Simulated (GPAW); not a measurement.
**Os in GPAW: convergence with grid spacing (A)**

Input of the first run (grid spacing (A) 0.26); the others differ in this setting and in those tied to it:

Contents of run.py:

```python
from ase.dft.bandgap import bandgap
from ase.io import read, write
from gpaw import GPAW

atoms = read('POSCAR')

calc = GPAW(mode='fd',
            h=0.26,
            xc='RPBE',
            kpts={'size': (12, 12, 12), 'gamma': True},
            occupations={'name': 'fermi-dirac', 'width': 0.05},
            nbands=16,
            convergence={'density': 1e-05, 'energy': 1e-05},
            maxiter=100,
            txt='gpaw.txt')
atoms.calc = calc
energy = atoms.get_potential_energy()
forces = atoms.get_forces()
calc.write('gs.gpw')
write('result.traj', atoms)
print(f'Energy: {energy:.6f} eV')
print('Forces (eV/A):')
print(forces.round(4))
print('Fermi level:', round(calc.get_fermi_level(), 4), 'eV')
print(f'Gap: {bandgap(calc)[0]:.4f} eV, direct: {bandgap(calc, direct=True)[0]:.4f} eV')
```

POSCAR

```
Os
1.0
    0.0000000000      1.9450000000      1.9450000000
    1.9450000000      0.0000000000      1.9450000000
    1.9450000000      1.9450000000      0.0000000000
Os
1
Direct
    0.0000000000      0.0000000000      0.0000000000
```

Potentials or basis: the program's PAW data sets (release 1.2.1) made for this functional, fd.

Command:

```console
$ OMP_NUM_THREADS=1 python run.py
```

This isn't the form of Os at room conditions, which is hcp.

Hardware: 1 thread of Arm Neoverse V1, with other jobs on the host.

```
grid spacing (A)  energy less the tightest run, at zero smearing (meV/atom)  SCF cycles  CPU time (s)  peak memory (GiB)
            0.26                                                    -451.32          10            13               0.15
            0.23                                                    -451.32          10            13               0.15
             0.2                                                     -48.26          11            34               0.23
            0.18                                                     -48.26          11            34               0.23
            0.16                                                      -7.71          12            76               0.38
            0.14                                                      -7.71          12            77               0.38
            0.12                                                       0.00          13           160               0.63
```

Not settled before the last step: the energy (to 1 meV/atom). The tightest run that finished is the yardstick and may itself not be fully converged.

Caveat, for the tightest run too: the real-space grid adds noise to forces. Spin-orbit coupling is left out, which matters for the levels of Os.
